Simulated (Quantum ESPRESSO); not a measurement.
Wanted: the native input for a Quantum ESPRESSO 7.5 run.

* Task: band structure
* Functional: PBEsol
* Potentials or basis: GBRV 1.5 PBEsol
* Cutoff: 762 eV
* Density cutoff: 6095 eV
* k mesh: 7 × 7 × 4
* Occupations: fermi-dirac, width 0.05 eV
* Spin: no spin polarisation
* Mixing beta: 0.5
* Most SCF iterations: 120
* SCF threshold: 8e-10 Ry

CuI:

```
CELL_PARAMETERS angstrom
4.09020 0.00000 0.00000
0.00000 4.09020 0.00000
0.00000 0.00000 6.55146
ATOMIC_POSITIONS crystal
I 0.00000 0.50000 0.74303
I 0.50000 0.00000 0.25697
Cu 0.00000 0.00000 0.00000
Cu 0.50000 0.50000 0.00000
```

Measurements of this composition are mostly on another form, of space group No. 216.

The input as run:

pw.in

```
&CONTROL
  calculation = 'scf'
  prefix = 'pwscf'
  outdir = './tmp'
  pseudo_dir = './pseudo'
  tprnfor = .true.
  tstress = .true.
  disk_io = 'low'
/
&SYSTEM
  ibrav = 0
  celldm(1) = 8
  nat = 4
  ntyp = 2
  ecutwfc = 56
  ecutrho = 448
  nbnd = 36
  occupations = 'smearing'
  smearing = 'fd'
  degauss = 0.00367493
/
&ELECTRONS
  conv_thr = 8d-10
  electron_maxstep = 120
  mixing_beta = 0.5
/
ATOMIC_SPECIES
I    126.9045 i_pbesol_v1.uspp.F.UPF
Cu    63.5460 cu_pbesol_v1.2.uspp.F.UPF
CELL_PARAMETERS alat
  0.9661688243860   0.0000000000000   0.0000000000000
  0.0000000000000   0.9661688243860   0.0000000000000
  0.0000000000000   0.0000000000000   1.5475576765722
ATOMIC_POSITIONS crystal
I      0.0000000000    0.5000000000    0.7430343600
I      0.5000000000    0.0000000000    0.2569656400
Cu     0.0000000000    0.0000000000    0.0000000000
Cu     0.5000000000    0.5000000000    0.0000000000
K_POINTS automatic
7 7 4 0 0 0
```

bands.in

```
&CONTROL
  calculation = 'bands'
  prefix = 'pwscf'
  outdir = './tmp'
  pseudo_dir = './pseudo'
  disk_io = 'low'
  verbosity = 'high'
/
&SYSTEM
  ibrav = 0
  celldm(1) = 8
  nat = 4
  ntyp = 2
  ecutwfc = 56
  ecutrho = 448
  nbnd = 36
  occupations = 'smearing'
  smearing = 'fd'
  degauss = 0.00367493
/
&ELECTRONS
  conv_thr = 1d-08
  electron_maxstep = 120
  mixing_beta = 0.5
  diago_full_acc = .true.
  startingwfc = 'random'
/
ATOMIC_SPECIES
I    126.9045 i_pbesol_v1.uspp.F.UPF
Cu    63.5460 cu_pbesol_v1.2.uspp.F.UPF
CELL_PARAMETERS alat
  0.9661688243860   0.0000000000000   0.0000000000000
  0.0000000000000   0.9661688243860   0.0000000000000
  0.0000000000000   0.0000000000000   1.5475576765722
ATOMIC_POSITIONS crystal
I      0.0000000000    0.5000000000    0.7430343600
I      0.5000000000    0.0000000000    0.2569656400
Cu     0.0000000000    0.0000000000    0.0000000000
Cu     0.5000000000    0.5000000000    0.0000000000
K_POINTS crystal
60
 0.0000000000  0.0000000000  0.0000000000 1
 0.0000000000  0.0833333333  0.0000000000 1
 0.0000000000  0.1666666667  0.0000000000 1
 0.0000000000  0.2500000000  0.0000000000 1
 0.0000000000  0.3333333333  0.0000000000 1
 0.0000000000  0.4166666667  0.0000000000 1
 0.0000000000  0.5000000000  0.0000000000 1
 0.0833333333  0.5000000000  0.0000000000 1
 0.1666666667  0.5000000000  0.0000000000 1
 0.2500000000  0.5000000000  0.0000000000 1
 0.3333333333  0.5000000000  0.0000000000 1
 0.4166666667  0.5000000000  0.0000000000 1
 0.5000000000  0.5000000000  0.0000000000 1
 0.4444444444  0.4444444444  0.0000000000 1
 0.3888888889  0.3888888889  0.0000000000 1
 0.3333333333  0.3333333333  0.0000000000 1
 0.2777777778  0.2777777778  0.0000000000 1
 0.2222222222  0.2222222222  0.0000000000 1
 0.1666666667  0.1666666667  0.0000000000 1
 0.1111111111  0.1111111111  0.0000000000 1
 0.0555555556  0.0555555556  0.0000000000 1
 0.0000000000  0.0000000000  0.0000000000 1
 0.0000000000  0.0000000000  0.1250000000 1
 0.0000000000  0.0000000000  0.2500000000 1
 0.0000000000  0.0000000000  0.3750000000 1
 0.0000000000  0.0000000000  0.5000000000 1
 0.0000000000  0.0714285714  0.5000000000 1
 0.0000000000  0.1428571429  0.5000000000 1
 0.0000000000  0.2142857143  0.5000000000 1
 0.0000000000  0.2857142857  0.5000000000 1
 0.0000000000  0.3571428571  0.5000000000 1
 0.0000000000  0.4285714286  0.5000000000 1
 0.0000000000  0.5000000000  0.5000000000 1
 0.0714285714  0.5000000000  0.5000000000 1
 0.1428571429  0.5000000000  0.5000000000 1
 0.2142857143  0.5000000000  0.5000000000 1
 0.2857142857  0.5000000000  0.5000000000 1
 0.3571428571  0.5000000000  0.5000000000 1
 0.4285714286  0.5000000000  0.5000000000 1
 0.5000000000  0.5000000000  0.5000000000 1
 0.4500000000  0.4500000000  0.5000000000 1
 0.4000000000  0.4000000000  0.5000000000 1
 0.3500000000  0.3500000000  0.5000000000 1
 0.3000000000  0.3000000000  0.5000000000 1
 0.2500000000  0.2500000000  0.5000000000 1
 0.2000000000  0.2000000000  0.5000000000 1
 0.1500000000  0.1500000000  0.5000000000 1
 0.1000000000  0.1000000000  0.5000000000 1
 0.0500000000  0.0500000000  0.5000000000 1
 0.0000000000  0.0000000000  0.5000000000 1
 0.0000000000  0.5000000000  0.0000000000 1
 0.0000000000  0.5000000000  0.1250000000 1
 0.0000000000  0.5000000000  0.2500000000 1
 0.0000000000  0.5000000000  0.3750000000 1
 0.0000000000  0.5000000000  0.5000000000 1
 0.5000000000  0.5000000000  0.0000000000 1
 0.5000000000  0.5000000000  0.1250000000 1
 0.5000000000  0.5000000000  0.2500000000 1
 0.5000000000  0.5000000000  0.3750000000 1
 0.5000000000  0.5000000000  0.5000000000 1
```

Potentials or basis: GBRV 1.5 PBEsol.

The run is started by

```sh
$ OMP_NUM_THREADS=1 mpirun -n 2 pw.x -nk 2 -in pw.in > pw.out
$ OMP_NUM_THREADS=1 mpirun -n 2 pw.x -nk 2 -in bands.in > bands.out
```

Results of the run:

```json
{
  "Pressure": "-1.7 GPa",
  "Largest force": "0.209 eV/Å",
  "Band gap on the k mesh": "1.48 eV, direct",
  "Band gap along the path": "1.48 eV, direct"
}
```

Caveat: some levels on the path didn't converge; spin-orbit coupling is left out, which moves the levels of the heavy elements; this functional lacks dispersion, which binds the layers, so the pressure and a relaxed spacing across them are unreliable.

Run time: 6.8 min on 2 MPI ranks on Arm Neoverse N1 (shared host), peak memory 0.64 GiB a rank.
